What sets the pitch at which the atoms of a layered crystal vibrate: their masses, the bonds inside a layer, or the contact between neighbouring sheets of atoms? In platinum ditelluride, PtTe₂, each layer is a sheet of platinum between two sheets of tellurium. With three atoms in the cell, it has few enough vibrations to be worked through on paper. One spring stiffness, two atomic masses and a factor of two give all the computed wavenumbers below to within 4%.

Zone-centre phonons of bulk PtTe₂ (space group P-3m1), computed with Ansatz 0.2.0 by linear response: scalar-relativistic DFT with the PBEsol functional, plane waves and PAW, without spin polarization or dispersion correction. The plane-wave cutoff is 420 eV, the k mesh 12×12×8 and the Fermi–Dirac smearing width 0.15 eV; no LO–TO term is included. The rows were drawn from a pool: of 90 crystals with a measured lattice constant, 2 whose relaxed edge lies over 5 % from it were taken for other phases and got no table, so the agreement shown is better than for the whole pool.

| row | computed wavenumber (cm⁻¹) | what it is | measured wavenumber (cm⁻¹) | label in the paper, method, sample | temperature of the measurement (K) | source |
| --- | --- | --- | --- | --- | --- | --- |
| 1 | 105.8 | 2-fold | n/a | n/a | n/a | n/a |
| 2 | n/a | n/a | 110 | Eg, in-plane Te vibration; Raman spectroscopy; bulk crystal | 300 | arXiv:1703.04242 (2017) |
| 3 | n/a | n/a | 110 | Eg; Raman spectroscopy; bulk crystal | n/a | pmc:5557853 (2017) |
| 4 | n/a | n/a | 110 | Eg; Raman spectroscopy; bulk crystal | 300 | arXiv:1607.03643 (2016) |
| 5 | n/a | n/a | 111 | Eg, in-plane Te vibration; Raman spectroscopy; film | n/a | pmc:11294612 (2024) |
| 6 | 152.6 | 1-fold | n/a | n/a | n/a | n/a |
| 7 | n/a | n/a | 157 | A1g, out-of-plane Te vibration; Raman spectroscopy; film | n/a | pmc:11294612 (2024) |
| 8 | n/a | n/a | 157 | A1g, out-of-plane Te vibration; Raman spectroscopy; bulk crystal | 300 | arXiv:1703.04242 (2017) |
| 9 | n/a | n/a | 157 | A1g; Raman spectroscopy; bulk crystal | n/a | pmc:5557853 (2017) |
| 10 | n/a | n/a | 157 | A1g; Raman spectroscopy; bulk crystal | 300 | arXiv:1607.03643 (2016) |
| 11 | 159.9 | 1-fold | n/a | n/a | n/a | n/a |
| 12 | 169.5 | 2-fold | n/a | n/a | n/a | n/a |

The first step is to know which atoms move. The calculated displacements show that in rows 1 and 6 the two Te atoms move in opposite directions while Pt stands still, along the layer in row 1 (called Eg) and perpendicular to it in row 6 (A1g). In rows 11 and 12 the two Te atoms move together and Pt recoils against them, perpendicular to the layer in row 11 (A2u) and along it in row 12 (Eu). Vibrations along the layer are 2-fold because two directions in the plane are equivalent.

Now tie each Te atom to Pt by a spring of stiffness $K$. If Pt rests, the moving mass is that of Te, $m$. If Pt, of mass $M$, recoils, it feels the springs of both Te atoms, and the distance between Te and Pt oscillates as if a single lighter mass $\mu$ hung on the spring:

$$\frac{1}{\mu}=\frac{1}{m}+\frac{2}{M}.$$

The wavenumber $\tilde\nu$ in cm⁻¹ then follows from the usual formula for a mass on a spring,

$$\tilde\nu = 130.3\,\sqrt{\frac{K}{\text{mass}}},$$

with $K$ in N/m and the mass, $m$ or $\mu$, in atomic mass units; the number in front only converts units.

Two limits show what the masses do. If platinum were immensely heavy, it would hardly recoil, and a motion of Te against Pt would be no faster than one with Pt at rest. If the metal atom were very light, it would do most of the moving, and such modes would rise far above the others. PtTe₂ lies between these limits: recoil lowers the effective mass from 127.6 to 55.3 and so raises the wavenumber by about half.

This can be tested without adjusting anything beyond row 1. Scaling its wavenumber by the masses alone predicts 161 cm⁻¹ for both modes in which Pt recoils. That is within 1% of the computed A2u value and 5% below the computed Eu value. The gap between the lowest mode and the two highest is therefore mainly an effect of mass, not of stiffer bonds.

Row 6 breaks the pattern. Its moving mass is the same as in row 1, so a single spring would give it the same wavenumber, about 30% too low. The reason lies in a second kind of spring, which couples the two Te atoms to each other. Let its net stiffness be $J$, summed over all neighbouring cells. When both Te atoms move together, it is not strained; when they move oppositely, the stiffness felt by each becomes $K+2J$.

The two modes perpendicular to the layer show how large this coupling is. The stiffness is 175 N/m when the Te atoms move oppositely and 83 N/m when they move together, so $2J$ is about as large as $K$ itself. For motion along the layer the corresponding values, 84 and 94 N/m, differ little. The coupling between the Te sheets thus strongly resists a change in their spacing but adds no net resistance to their sliding past each other. This net value sums the couplings across the gap and through the layer, so it does not mean that whole layers slide freely.

Close contact between atoms can produce part of such a contrast, since pushing them together meets steep repulsion. The Te atoms facing each other across the gap between layers are only 3.4 Å apart, well below the roughly 4 Å of a loose van der Waals contact. These contacts run at a slant, however, so simple springs along them would resist sliding about half as strongly as a change in spacing. Such springs alone therefore do not explain why the net resistance to sliding vanishes. It is also tempting to credit the gap with most of the extra stiffness in row 6. That remains a guess, because the A1g motion also changes the thickness of the layer, and the wavenumbers do not separate the two contributions.

The rule for use by hand is therefore short: take $K = 87$ N/m, and double it for the one mode that changes the spacing of the Te sheets. The value of $K$ is the mean stiffness of rows 1, 11 and 12. The factor of two was chosen to suit row 6, so the good agreement there is no test of it. The measured Raman lines do support it, however: with Pt at rest in both, the squares of their wavenumbers give a stiffness ratio of 2.03.

Take row 12, the worst case among the computed modes and one of the three used to find $K$. The effective mass is $1/(1/127.6+2/195.1)=55.3$. The root of $87/55.3$ is 1.254, and multiplying by 130.3 gives 163 cm⁻¹, which is 3.6% below the computed value. For row 6 the stiffness is $2\times87=174$ N/m and the mass 127.6; the root is 1.168 and the result 152 cm⁻¹, practically the computed value.

Over the four computed modes the rule misses by 2% on average. It does this well partly because a square root halves relative errors: a stiffness wrong by 10% shifts the wavenumber by only 5%. The price of a single $K$ is that rows 11 and 12 receive the same estimate, although the calculation puts them 6% apart. The rule finds the region of these two modes, not their order.

Against experiment the estimates are 2 to 3% low, because $K$ was taken from a calculation that itself places both Raman modes about 4 cm⁻¹ below the measured lines. The density functional, the size of the cell, the neglect of spin–orbit coupling and the broad electronic smearing may each contribute, as may the k mesh, to which results for a metal are sensitive; their shares are untested. When comparing, pair the values by motion and not by size. The measured line at 157 cm⁻¹ lies closer to row 11, but it belongs to row 6, since modes in which the two Te atoms move together are silent in Raman scattering.

The rule holds for vibrations in which all cells move in step. In shorter waves neighbouring cells move differently, and the springs between them are strained in other ways. For a neighbouring compound such as PtSe₂ the mass formula carries over, but $K$ and the factor of two do not: its two Raman lines are known to lie closer together in ratio, so the factor must be smaller there. One measured line of each kind is enough to set both constants anew, and the masses then give a first estimate of the modes that Raman scattering does not see. The calculated output below lists the estimate for each row.

The analysis program printed:

```
fit of spring on 3 rows ((kind < 1.5) | (kind > 2.5)): constant 86.98 +/- 3.3; rms 4.66, worst 12 -6.57, leave-one-out rms 6.99
  rows outside the fit (model, value, miss): 6 86.98, 175, -88
Rule of thumb beside computed or measured value:
  row  rule cm^-1  table cm^-1   miss %  stiffness N/m
    1       107.6        105.8    1.693          84.13
    2       107.6          110   -2.189            n/a
    3       107.6          110   -2.189            n/a
    4       107.6          110   -2.189            n/a
    5       107.6          111   -3.071            n/a
    6       152.2        152.6  -0.2899            175
    7       152.2          157   -3.084            n/a
    8       152.2          157   -3.084            n/a
    9       152.2          157   -3.084            n/a
   10       152.2          157   -3.084            n/a
   11       163.5        159.9    2.226          83.25
   12       163.5        169.5   -3.564          93.55
Effective mass when Pt recoils [u]: 55.28
A1g stiffness over the shared stiffness: 2.012
Worked row 12, root of stiffness over mass: 1.254
Worked row 6, root of doubled stiffness over mass: 1.168
Miss for row 6 without the doubling [%]: -29.49
Mean size of the miss over the four computed rows [%]: 1.943
Rows 11 and 12 predicted from row 1 by masses alone [cm^-1]: 160.7
Miss of that prediction for row 11 [%]: 0.524
Miss of that prediction for row 12 [%]: -5.169
Eg computed less mean measured [cm^-1]: -4.45
A1g computed less mean measured [cm^-1]: -4.4
Measured A1g over Eg stiffness: 2.028
Eu over A2u wavenumber, bond-stretching springs only: 1.224
Eu over A2u wavenumber, computed: 1.06
Te-Te distance across the gap [angstrom]: 3.382
```
